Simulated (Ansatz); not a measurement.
# ZnAu: one input, then a changed one

The cell is COD entry 1510322, as deposited and not checked against the literature; nothing was relaxed.

First run: DFT, LDA, all-electron LAPW, scalar-relativistic (Ansatz 0.2.0).

Command: `ansatz run input.yaml --threads 1 --pin off --max-ram 2048MiB --backend cpu --events-out ev --progress --plain --runs-dir out` The run took 46 s on 1 thread of Arm Neoverse V1, on a shared host, peak memory 0.5 GiB.

```yaml
crystal:
  lattice:
    - [3.147, 0.0, 0.0]
    - [0.0, 3.147, 0.0]
    - [0.0, 0.0, 3.147]
  atoms:
    - { symbol: Zn, position: [0.5, 0.5, 0.5] }
    - { symbol: Au, position: [0.0, 0.0, 0.0] }
kpoints:
  mp_grid: { grid: [13, 13, 13] }
  band_path:
    path:
      - [0.0, 0.0, 0.0]
      - [0.0, 0.5, 0.0]
      - [0.5, 0.5, 0.0]
      - [0.0, 0.0, 0.0]
      - [0.5, 0.5, 0.5]
      - [0.0, 0.5, 0.0]
      - [0.5, 0.5, 0.5]
      - [0.5, 0.5, 0.0]
    npoints: 5
scf:
  occupations: { method: fermi_dirac, width: 0.05 }
hamiltonian:
  xc: lda
  pseudopotentials: { kind: all_electron, lapw: { basis_error: 0.0005 } }
output:
  forces: true
  stress: true
  eigenvalues: true
```

Result: converged; pressure -6.84 GPa; 10 SCF iterations.

Spin–orbit coupling is left out, though it moves levels of the heavy atoms by tenths of an eV or more.

The input is then changed:

```diff
@@ -8,5 +8,5 @@
     - { symbol: Au, position: [0.0, 0.0, 0.0] }
 kpoints:
-  mp_grid: { grid: [13, 13, 13] }
+  mp_grid: { grid: [13, 13, 13], shift: [0.5, 0.5, 0.5] }
   band_path:
     path:
@@ -21,5 +21,5 @@
     npoints: 5
 scf:
-  occupations: { method: fermi_dirac, width: 0.05 }
+  occupations: { method: tetrahedron }
 hamiltonian:
   xc: lda
```

What does the second run give?

It converged; energy at zero smearing -1.4 meV/atom from the first run; pressure -6.94 GPa; 10 SCF iterations.

The results part of its log:

```
SCF 1 converged in 10 iterations: F = -565741.477907 eV  dr2 = 3.23e-8
NSCF: frozen V_eff on 36 k-points
SCF converged after 10 iterations
Stability not checked: this state was not tested for a lower state beside it, because cold or Methfessel-Paxton smearing, or corrected tetrahedra, fill the levels in a way that the test cannot read (fill_not_monotonic; see scf.lower_state_search)
Free energy (F): -565741.477907 eV
Harris-Foulkes:  -565741.477907 eV  (|F-HF|=1.86e-8)
Internal energy: -565741.477898 eV  (E = F + TS)
E sigma→0 (E₀):  -565741.477907 eV
Entropy (-TS):   -0.000008 eV (-0.004 meV/atom)
Fermi energy:    20.530523 eV
--- Per-component energies (eV) ---
  E_band       = -4477.530340
  E_kinetic    = 638708.367587
  E_xc         = -11504.660872
  E_electrostatic = -1192945.184613  (all electrons and nuclei)
  E_smearing   = -0.000008  (= −TS)
  E_closure    = 0.000000  (closes the sum)
  E_atoms      = -565734.708099  (free atoms, spherical and without spin; not in F)
  Σ components = -565741.477907   (vs F -565741.477907, Δ=0.00e0)
  Basis errors (estimates in eV, not in F): energy 1.3e-4 per atom: plane waves 1.1e-4 (5.9e-5 summed), levels above the bands 0.0e0, relativity 3.6e-9, radial functions 1.7e-5, core shells 4.2e-8; eigenvalues (radial functions only) 2.3e-6; not estimated: angular momenta, meshes, grids; target (lapw.basis_error) 5.0e-4; muffin-tin radii Zn 1.331 Å, Au 1.395 Å
--- Forces (eV/Å), atoms counted from 1 ---
  atom   1  Zn     0.00000000     0.00000000     0.00000000
  atom   2  Au    -0.00000000     0.00000000     0.00000000
  max |Σ_I F_I| component: 6.21e-30 eV/Å
--- Stress (GPa, compression-positive) ---
       -6.944918       0.000000       0.000000
        0.000000      -6.944918       0.000000
        0.000000       0.000000      -6.944918
  P = ⅓ Tr σ = -6.9449 GPa (-69.449 kbar)
--- Band table (eV; the first three rows and the last of 84) ---
  k-point 0: bands = ["-302.6293", "-302.6293", "-302.6293", "-302.6121", "-302.6121", "-105.0403", "-85.7466", "-59.6683", "-59.6683", "-59.6683", "-58.8703", "-58.8579", "-58.8579", "-58.8579", "-58.8480", "-58.8480", "-58.8480", "-37.0389", "-37.0388", "-37.0388", "9.9516", "12.3965", "12.3965", "13.0459", "13.0459", "13.0640", "15.1316", "15.1316", "16.7585", "16.8065", "16.8065", "25.1852", "25.3783", "25.3783", "29.7138", "32.8537", "32.8537", "38.6443"]
  k-point 1: bands = ["-302.6293", "-302.6293", "-302.6293", "-302.6121", "-302.6121", "-105.0403", "-85.7465", "-59.6685", "-59.6682", "-59.6682", "-58.8703", "-58.8579", "-58.8579", "-58.8579", "-58.8480", "-58.8480", "-58.8480", "-37.0434", "-37.0385", "-37.0385", "10.1601", "12.4397", "12.4563", "13.0363", "13.0431", "13.0859", "15.1008", "15.1903", "16.6012", "16.6508", "16.7990", "23.9346", "25.6477", "25.7638", "30.4751", "32.6452", "33.7912", "38.2499"]
  k-point 2: bands = ["-302.6293", "-302.6293", "-302.6293", "-302.6121", "-302.6121", "-105.0403", "-85.7463", "-59.6689", "-59.6682", "-59.6682", "-58.8703", "-58.8579", "-58.8579", "-58.8579", "-58.8481", "-58.8480", "-58.8480", "-37.0514", "-37.0379", "-37.0379", "10.5656", "12.5195", "12.5607", "13.0314", "13.0389", "13.1141", "15.0432", "15.2904", "16.3558", "16.3933", "16.7716", "22.2787", "26.3245", "26.4789", "30.9787", "32.2896", "35.6349", "37.1799"]
  k-point 83: bands = ["-302.6293", "-302.6293", "-302.6293", "-302.6121", "-302.6121", "-105.0401", "-85.7438", "-59.6699", "-59.6699", "-59.6699", "-58.8704", "-58.8579", "-58.8579", "-58.8579", "-58.8482", "-58.8482", "-58.8482", "-37.0720", "-37.0720", "-37.0720", "12.7786", "12.7786", "12.7786", "13.3933", "13.3933", "14.1234", "14.1234", "14.1234", "17.4791", "17.4791", "21.7596", "23.9908", "24.2894", "24.2894", "24.2894", "26.4458", "26.4458", "26.4458"]
```
